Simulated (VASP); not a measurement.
The system is ZnO.

```xyz
4
Lattice="3.2353 0.0000 0.0000 -1.6177 2.8019 0.0000 0.0000 0.0000 5.2110" Properties=species:S:1:pos:R:3 pbc="T T T"
Zn    0.0000    1.8679   -0.0122
Zn    1.6177    0.9340    2.5932
O     0.0000    1.8679    1.9663
O     1.6177    0.9340    4.5718
```

The cell was built by a generator and needn't be a form met in nature.

Base run:

* Program: VASP 6.6.1
* Functional: r2SCAN
* Potentials or basis: VASP PAW PBE potentials, release 64 (Zn, O)
* Cutoff: 520 eV
* k mesh: 12 × 12 × 4
* Occupations: gaussian, width 0.01 eV
* Spin: no spin polarisation

Its results: band gap on the k mesh 1.23 eV, direct; pressure 1.0 GPa.

The run is repeated on the same cell with these changes: functional from r2SCAN to PBE. What comes out?

Band gap on the k mesh 0.79 eV, direct; pressure 7.2 GPa.

r2SCAN gives the wider gap, since meta-GGAs in the generalised Kohn-Sham scheme recover part of the derivative discontinuity.

Caveats: the PAW data sets were made with another functional, which shifts forces and pressure a little (some runs).

A k mesh can miss the band edges.

Not every run made on this cell is shown here.
